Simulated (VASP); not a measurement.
A run of VASP 6.6.1 is set up as follows.

Contents of INCAR:

```
PREC     = Accurate       # precision mode
ENCUT    = 520            # plane-wave cutoff, eV
EDIFF    = 1E-7           # SCF threshold, eV
ISMEAR   = -1             # smearing method
SIGMA    = 0.05           # smearing width, eV
LREAL    = F              # projectors in reciprocal space
LASPH    = T              # aspherical terms in the spheres
NELM     = 60             # most SCF steps
ALGO     = Normal         # electronic algorithm
ISIF     = 2              # what is computed and relaxed
LWAVE    = F              # write WAVECAR
LCHARG   = F              # write CHGCAR
GGA      = PS             # functional
NBANDS   = 46             # bands
```

Contents of KPOINTS:

```
Automatic mesh
0
Gamma
  8 8 3
```

Contents of POSCAR:

```
ZnS
1.0
    3.8227000000      0.0000000000      0.0000000000
   -1.9113500000      3.3105553110      0.0000000000
    0.0000000000      0.0000000000     12.5200000000
Zn S
4 4
Direct
    0.6666666667      0.3333333333      0.7500000000
    0.3333333333      0.6666666667      0.2500000000
    0.0000000000      0.0000000000      0.5000000000
    0.0000000000      0.0000000000      0.0000000000
    0.6666666667      0.3333333333      0.9375000000
    0.3333333333      0.6666666667      0.4375000000
    0.0000000000      0.0000000000      0.6875000000
    0.0000000000      0.0000000000      0.1875000000
```

Potentials or basis: VASP PAW PBE potentials, release 64 (Zn, S).

Launch:

```console
$ cat potpaw_PBE.64/Zn/POTCAR potpaw_PBE.64/S/POTCAR > POTCAR
$ mpirun -np 1 vasp_std > vasp.out
```

Problem. What does it give for the largest force?

Solution. 0.040 eV/Å.

Problem. Predict the band gap on the k mesh.

Solution. 2.00 eV, direct.

Problem. What does it give for the pressure?

Solution. -2.0 GPa.

Stress tensor (GPa, compression positive):
```
-1.99  0.00  0.00
 0.00 -1.99  0.00
 0.00  0.00 -2.13
```

Caveat: the PAW data sets were made with another functional, which shifts forces and pressure a little.

**Experimental background.**

From a printed reference work, monograph, for a bulk crystal of ZnS at 4 K: band gap 3.911 eV (direct).

A measured gap of ZnS is 3.911 eV (direct; 4 K; a printed reference work, monograph); the calculated 2.00 eV misses it by -1.92 eV. The value is that of PBEsol, without temperature or zero-point motion. Semilocal functionals fall short of measured gaps as a rule.
